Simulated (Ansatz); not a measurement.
Al2O3:

```
CELL_PARAMETERS angstrom
3.01748 0.00000 0.00000
-1.50874 2.61322 0.00000
0.00000 0.00000 7.57464
ATOMIC_POSITIONS crystal
Al 0.00000 0.00000 0.72205
Al 0.00000 0.00000 0.27795
O 0.00000 0.00000 0.50000
O 0.66667 0.33333 0.80055
O 0.33333 0.66667 0.19945
```

Measurements of this composition are mostly on another form, of space group No. 167.

```yaml
Program: Ansatz 0.2.0
Task: relaxation of cell and atoms
Functional: PBE
Potentials_or_basis: Ansatz PAW
Cutoff: "420 eV (not typed: the program's choice for these potentials)"
k_mesh: 10 × 10 × 4
Occupations: fermi-dirac, width 0.05 eV
Spin: no spin polarisation
```

At the start: volume 11.95 Å³/atom.

Problem. How do energy, volume and symmetry change on relaxing?

Solution. It ends after 21 steps and the volume is 13.27 Å³/atom (+11.1 %); space group P-3m1 (No. 164, to 0.05 Å).

Step by step:
```
step  energy change (eV)  largest force (eV/Å)  volume (Å³)
   1              0.0000                0.1237        59.73
   2             -0.0048                0.0223        61.97
   3             -0.0055                0.0010        61.88
   4             -0.0178                0.0019        61.88
   5             -0.0169                0.0211        62.83
   6             -0.0151                0.0106        63.44
   7             -0.0140                0.0022        63.71
   8             -0.0226                0.0036        63.71
   9             -0.0207                0.0108        64.46
  10             -0.0195                0.0034        64.77
  11             -0.0239                0.0041        64.77
  12             -0.0227                0.0030        65.19
  13             -0.0218                0.0026        65.43
  14             -0.0244                0.0030        65.43
  15             -0.0230                0.0012        65.84
  16             -0.0245                0.0010        65.84
  17             -0.0235                0.0016        66.13
  18             -0.0247                0.0017        66.13
  19             -0.0244                0.0006        66.23
  20             -0.0241                0.0002        66.33
  21             -0.0247                0.0003        66.33
```

Final structure:
```xyz
5
Lattice="3.0130 0.0000 0.0000 -1.5065 2.6094 0.0000 0.0000 0.0000 8.4369" Properties=species:S:1:pos:R:3 pbc="T T T"
Al    0.0000    0.0000    5.8966
Al    0.0000    0.0000    2.5404
O     0.0000    0.0000    4.2185
O     1.5065    0.8698    6.4901
O     0.0000    1.7396    1.9468
```

Caveat: the plane-wave basis is chosen anew once the cell has moved, so the energies of steps on either side of that aren't comparable; the pressure holds a Pulay correction of +0.5 GPa for the finite cutoff.
